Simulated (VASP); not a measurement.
# Sn (Immm) in VASP: a series of runs, part 2 of 2

VASP 6.6.1. The steps go on from the part before.

## Step 5: Single point, PBE

INCAR

```
SYSTEM = Sn
ADDGRID = .FALSE.
ALGO = Normal
EDIFF = 1E-7
ENCUT = 700
GGA = PE
ISIF = 2
ISMEAR = 1
LASPH = .TRUE.
LCHARG = .FALSE.
LREAL = .FALSE.
LWAVE = .FALSE.
NELM = 100
PREC = Accurate
SIGMA = 0.2
```

KPOINTS

```
k-points
0
G
  6 6 6
  0 0 0
```

POSCAR

```
Sn
1.0
   -1.6810770000      1.7214010000      2.3373330000
    1.7271670000     -1.7623000000      2.4024190000
    1.7145940000      1.7948920000     -2.3683880000
Sn
1
Direct
    0.0245380000     -0.0183670000      0.0024320000
```

The run is started by

```bash
$ cat potpaw_PBE.64/Sn/POTCAR > POTCAR
$ mpirun -np 1 vasp_std > vasp.out
```

Run time: 15 s. Hardware: 1 thread of Intel Xeon 6975P-C (Granite Rapids), shared host; peak memory 0.19 GiB.

The run converged, but some of its settings lie outside the range that counts as converged, so its numbers aren't taken as properties of the crystal.

What came out:

```yaml
Free_energy: -3.6661 eV
Pressure: -0.4 GPa
Band_gap_on_the_k_mesh: none (metal or under the smearing width)
```

Caveat: the k mesh is coarse (spacing up to 0.42 Å⁻¹), so the values aren't converged.

## Step 6: Single point, PBE

Changes to INCAR since step 5:

```diff
@@ -4,3 +4,3 @@
 EDIFF = 1E-7
-ENCUT = 700
+ENCUT = 400
 GGA = PE
```

KPOINTS

```
k-points
0
G
  8 8 8
  0 0 0
```

POSCAR

```
Sn
1.0
   -1.7265390000      1.7755470000      2.3383420000
    1.7265390000     -1.7755470000      2.3383420000
    1.7265390000      1.7755470000     -2.3383420000
Sn
1
Direct
    0.0000000000      0.0000000000      0.0000000000
```

Potentials or basis: VASP PAW PBE potentials, release 64 (Sn).

The run is started by

```bash
$ cat potpaw_PBE.64/Sn/POTCAR > POTCAR
$ mpirun -np 1 vasp_std > vasp.out
```

OUTCAR:

```text
SYSTEM = Sn
   EDIFF = 1E-7
   ENCUT = 400
   GGA = PE
   ISIF = 2
   ISMEAR = 1
   LASPH = .TRUE.
   LREAL = .FALSE.
   NELM = 100
   PREC = Accurate

 Found     95 irreducible k-points:

 Following reciprocal coordinates:
            Coordinates               Weight
  0.000000  0.000000  0.000000      1.000000
  0.125000  0.000000  0.000000      4.000000
  0.250000  0.000000  0.000000      4.000000
  0.375000  0.000000  0.000000      4.000000
  0.500000  0.000000  0.000000      2.000000
 -0.000000  0.125000  0.000000      4.000000
   k-points           NKPTS =     95   k-points in BZ     NKDIM =     95   number of bands    NBANDS=      6
   number of dos      NEDOS =    301   number of ions     NIONS =      1
   total plane-waves  NPLWV =  13824
   dimension x,y,z NGX =    24 NGY =   24 NGZ =   24
   dimension x,y,z NGXF=    48 NGYF=   48 NGZF=   48
   ions per type =               1
   NGX,Y,Z   is equivalent  to a cutoff of  11.71, 11.71, 11.71 a.u.
   NGXF,Y,Z  is equivalent  to a cutoff of  23.43, 23.43, 23.43 a.u.
 SYSTEM =  Sn
   PREC   = accura    normal or accurate (medium, high low for compatibility)
   ISTART =      0    job   : 0-new  1-cont  2-samecut
   ICHARG =      2    charge: 1-file 2-atom 10-const
   ISPIN  =      1    spin polarized calculation?
   LNONCOLLINEAR =      F non collinear calculations
   LSORBIT =      F    spin-orbit coupling
   LASPH  =      T    aspherical Exc in radial PAW
   ENCUT  =  400.0 eV  29.40 Ry    5.42 a.u.   5.55  5.55  5.55*2*pi/ulx,y,z
   NELM   =    100;   NELMIN=  2; NELMDL= -5     # of ELM steps
   EDIFF  = 0.1E-06   stopping-criterion for ELM
   LREAL  =      F    real-space projection
   EDIFFG = 0.1E-05   stopping-criterion for IOM
   NSW    =      0    number of steps for IOM
   IBRION =     -1    ionic relax: 0-MD 1-quasi-New 2-CG
   NFREE  =      0    steps in history (QN), initial steepest desc. (CG)
   ISIF   =      2    stress and relaxation
   ISYM   =      2    0-nonsym 1-usesym 2-fastsym
   POTIM  = 0.5000    time-step for ionic-motion
   TEBEG  =    0.0;   TEEND  =   0.0 temperature during run
   PSTRESS=    0.0 pullay stress
   NELECT =       4.0000    total number of electrons
   NUPDOWN=      -1.0000    fix difference up-down
   EMIN   =  10.00;   EMAX   =-10.00  energy-range for DOS
   EFERMI =   0.00;   METHOD = LEGACY
   ISMEAR =     1;   SIGMA  =   0.20  broadening in eV -4-tet -1-fermi 0-gaus
   EFERMI_NEDOS =   21; number of points for ismear=-14 and -15
   IALGO  =     38    algorithm
   IMIX   =      4    mixing-type and parameters
     AMIX     =   0.40;   BMIX     =  1.00
     AMIX_MAG =   1.60;   BMIX_MAG =  1.00
  volume/ion in A,a.u.               =      28.67       193.50
  Fermi-wavevector in a.u.,A,eV,Ry     =   0.849055  1.604482  9.808370  0.720895
  Thomas-Fermi vector in A             =   1.964816
   LORBIT       =      0    0 simple, 1 ext, 2 COOP (PROOUT), +10 PAW based schemes
   GGA     = PE    functional components
   LHFCALC =     F    Hartree Fock is set to
   AEXX    =    0.0000 exact exchange contribution
   IVDW    =     0    specifies the selected vdW correction
   LEPSILON=     F    determine dielectric tensor
   LRPA    =     F    only Hartree local field effects (RPA)
 non-spin polarized calculation
 Methfessel and Paxton  Order N= 1 SIGMA  =   0.20
  energy-cutoff  :      400.00
  volume of cell :       28.67
 maximum number of plane-waves:       540
 NGX is ok and might be reduce to    24
   NGX = 11   NGY = 11   NGZ = 11

 number of electron       4.0000000 magnetization

 Free energy of the ion-electron system (eV)
  ---------------------------------------------------
  ext. energy  EPLUGINS =         0.00000000
  ---------------------------------------------------
  free energy    TOTEN  =        -3.78762457 eV

  energy without entropy =       -3.78679153  energy(sigma->0) =       -3.78734689

 E-fermi :   5.0011     XC(G=0):  -9.9668

 val. band max:        4.9922815844   @ k =   0.5000   0.5000   0.2500
 cond. band min:       5.0088735979   @ k =   0.2500  -0.1250   0.1250
 fundamental gap:      0.0165920135
 Fermi energy:         5.0011328114

 k-point     1 :       0.0000    0.0000    0.0000
  band No.  band energies     occupation
      1      -5.8265      2.00000
      2      11.9806      0.00000
      3      12.1210      0.00000
      4      12.5278      0.00000
      5      15.5896      0.00000
      6      15.8005      0.00000

 k-point     2 :       0.1250    0.0000    0.0000
  band No.  band energies     occupation
      1      -5.5246      2.00000
      2       9.4115      0.00000
      3      11.8130      0.00000
      4      11.9906      0.00000
      5      14.7294      0.00000
      6      16.6516      0.00000

 k-point     3 :       0.2500    0.0000    0.0000
  band No.  band energies     occupation
      1      -4.6249      2.00000
      2       5.6886     -0.00001
      3      11.0940      0.00000
      4      11.3684      0.00000
      5      14.3821      0.00000
      6      16.1841      0.00000

 k-point     4 :       0.3750    0.0000    0.0000
  band No.  band energies     occupation
      1      -3.1820      2.00000
      2       2.4291      2.00000
      3      10.4320      0.00000
      4      11.0526      0.00000
      5      14.3767      0.00000
      6      15.2790      0.00000

 k-point     5 :       0.5000    0.0000    0.0000
  band No.  band energies     occupation
      1      -1.9160      2.00000
      2       0.5442      2.00000
      3      10.1942      0.00000
      4      10.9460      0.00000
      5      14.4973      0.00000
      6      14.9679      0.00000

 k-point     6 :      -0.0000    0.1250    0.0000
  band No.  band energies     occupation
      1      -5.5120      2.00000
      2       9.8398      0.00000
      3      11.4594      0.00000
      4      11.8761      0.00000
      5      14.5470      0.00000
      6      16.4995      0.00000

 [... further k-points ...]

------------------------ aborting loop because EDIFF is reached ----------------------------------------

  FORCE on cell =-STRESS in cart. coord.  units (eV):
  Direction    XX          YY          ZZ          XY          YZ          ZX
  --------------------------------------------------------------------------------------
  -------------------------------------------------------------------------------------
  Total       -0.2485842     -0.1466128     -0.3330285     -0.0000000      0.0000000      0.0000000
  in kB      -13.8901663     -8.1922980    -18.6086704     -0.0000000      0.0000000      0.0000000
  external PRESSURE =     -13.5637116 kB  Pullay stress =       0.0000000 kB

 VOLUME and BASIS-vectors are now :
 -----------------------------------------------------------------------------
  energy-cutoff  :      400.00
  volume of cell :       28.67
      direct lattice vectors                 reciprocal lattice vectors
    -1.726539000  1.775547000  2.338342000     0.000000000  0.281603359  0.213826720
     1.726539000 -1.775547000  2.338342000     0.289596702  0.000000000  0.213826720
     1.726539000  1.775547000 -2.338342000     0.289596702  0.281603359  0.000000000

 POSITION                                       TOTAL-FORCE (eV/Angst)
 -----------------------------------------------------------------------------------
      0.00000      0.00000      0.00000         0.000000      0.000000      0.000000
 -----------------------------------------------------------------------------------
    total drift:                                0.000000     -0.000000     -0.000000

  FREE ENERGIE OF THE ION-ELECTRON SYSTEM (eV)
  ---------------------------------------------------
  free  energy   TOTEN  =        -3.7876245705 eV

  energy  without entropy=       -3.7867915281  energy(sigma->0) =       -3.78734689
```

OSZICAR:

```text
N       E                     dE             d eps       ncg     rms          rms(c)
DAV:   1     0.983200910899E-01    0.98320E-01   -0.12190E+03  1140   0.382E+02
DAV:   2    -0.376025191502E+01   -0.38586E+01   -0.37100E+01  1554   0.358E+01
DAV:   3    -0.380141856444E+01   -0.41167E-01   -0.41185E-01  1392   0.406E+00
DAV:   4    -0.380146712975E+01   -0.48565E-04   -0.48565E-04  1662   0.164E-01
DAV:   5    -0.380146721033E+01   -0.80578E-07   -0.80657E-07  1404   0.414E-03    0.129E+00
DAV:   6    -0.379307673135E+01    0.83905E-02   -0.21877E-03  1410   0.319E-01    0.757E-01
DAV:   7    -0.378754849525E+01    0.55282E-02   -0.62356E-03  1266   0.540E-01    0.543E-02
DAV:   8    -0.378762311018E+01   -0.74615E-04   -0.67887E-05  1590   0.656E-02    0.864E-03
DAV:   9    -0.378762456273E+01   -0.14525E-05   -0.24772E-06  1428   0.128E-02    0.325E-03
DAV:  10    -0.378762457054E+01   -0.78043E-08   -0.47590E-07  1488   0.451E-03
   1 F= -.37876246E+01 E0= -.37873469E+01  d E =-.833042E-03
```

stdout:

```text
POSCAR found type information on POSCAR Sn
 POSCAR found :  1 types and       1 ions
 scaLAPACK will be used
 LDA part: xc-table for (Slater+PW92), standard interpolation
 POSCAR, INCAR and KPOINTS ok, starting setup
 FFT: planning ... GRIDC
 FFT: planning ... GRID_SOFT
 FFT: planning ... GRID
 WAVECAR not read
 entering main loop
```

Run time: 5.5 s. Hardware: 1 thread of Intel Xeon 6975P-C (Granite Rapids), shared host; peak memory 0.14 GiB.

These settings aren't checked as converged: the numbers below hold their error.

What came out:

- Free energy: -3.7876 eV
- Pressure: -1.4 GPa
- Band gap on the k mesh: none (metal or under the smearing width)
